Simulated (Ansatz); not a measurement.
Input of an Ansatz 0.2.0 run:

File input.yaml:

```yaml
crystal:
  lattice:
    - [0.0, 3.205, 3.205]
    - [3.205, 0.0, 3.205]
    - [3.205, 3.205, 0.0]
  atoms:
    - { symbol: Te, position: [0.75, 0.75, 0.75] }
    - { symbol: Cd, position: [0.0, 0.0, 0.0] }
kpoints:
  mp_grid: { grid: [7, 7, 7] }
scf:
  occupations: { method: fermi_dirac, width: 0.05 }
hamiltonian:
  xc: pbe
  dispersion: d4
  pseudopotentials: { kind: all_electron, lapw: { basis_error: 0.001 } }
output:
  forces: true
  stress: true
relax:
  f_tol: 0.005
  max_steps: 60
  cell: {}
```

Potentials or basis: all-electron LAPW, scalar-relativistic.

The run is started by

```sh
$ ansatz run input.yaml --threads 1 --pin off --max-ram 3072MiB --backend cpu --events-out ev --progress --plain --runs-dir out
```

(1) Estimate the space group after relaxing (to 0.05 Å).

(2) Predict the band gap on the k mesh.

(3) Predict the relaxed cell.

Results:

(1) F-43m (No. 216).

(2) 0.72 eV.

(3) a = 4.607 Å, b = 4.607 Å, c = 4.607 Å, α = 60.00°, β = 60.00°, γ = 60.00°.

Caveat: spin-orbit coupling is left out, which moves the levels of the heavy elements; an odd mesh through Γ misses points on the zone boundary, where band edges often lie.
